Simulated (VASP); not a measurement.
Wanted: an ASE script for a VASP 6.6.1 run.

```
Task                   : density of states
Functional             : optB88-vdW
Potentials or basis    : VASP PAW PBE potentials, release 64 (Sr_sv_GW)
Cutoff                 : 600 eV
k mesh                 : 8 × 8 × 8
Occupations            : methfessel-paxton, width 0.1 eV
Spin                   : no spin polarisation
Further INCAR settings : ALGO = Normal; EDIFF = 1.00e-07; NBANDS = 11
```

Crystal: Sr.

```
Sr
1.0
     0.00000    3.04235    3.04235
     3.04235    0.00000    3.04235
     3.04235    3.04235    0.00000
Sr
1
Direct
  0.00000 0.00000 0.00000
```

The input as run:

run.py

```python
from ase.calculators.vasp import Vasp
from ase.dft.dos import DOS
from ase.spacegroup import crystal

atoms = crystal(
    ['Sr'],
    basis=[[0.0, 0.0, 0.0]],
    spacegroup=225,
    setting=1,
    cellpar=[6.0847, 6.0847, 6.0847, 90.0, 90.0, 90.0],
    primitive_cell=True,
)
calc = Vasp(
    directory='calc',
    xc='optb88-vdw',
    pp='PBE',
    setups='gw',
    prec='Accurate',
    encut=600,
    ediff=1e-07,
    ismear=1,
    sigma=0.1,
    lreal=False,
    lasph=True,
    nelm=100,
    algo='Normal',
    isif=2,
    lwave=False,
    lcharg=False,
    lorbit=11,
    kpts=[8, 8, 8],
    gamma=True,
    nbands=11,
)
atoms.calc = calc

print('energy (eV):', atoms.get_potential_energy())
print('free energy (eV):', atoms.get_potential_energy(force_consistent=True))
print('forces (eV/A):')
print(atoms.get_forces())
print('stress (eV/A^3, Voigt):', atoms.get_stress())
print('Fermi level (eV):', calc.get_fermi_level())
dos = DOS(calc, width=0.2, window=(-10, 10), npts=201)
print('E - E_F (eV), DOS (1/eV)')
for e, g in zip(dos.get_energies(), dos.get_dos()):
    print(f'{e:8.3f} {g:10.4f}')
```

Potentials or basis: VASP PAW PBE potentials, release 64 (Sr_sv_GW).

Run with:

```sh
$ python run.py
```

Results of the run:

```
Pressure                                              : -0.9 GPa
Band gap on the k mesh                                : none (metal or under the smearing width)
Valence electrons inside the program's atomic spheres : Sr 8.91
```

Caveat: the PAW data sets were made with another functional, which shifts forces and pressure a little.

Run time: 61 s on 1 thread of Intel(R) Xeon(R) 6975P-C (Granite Rapids), on a shared host, peak memory 0.47 GiB.
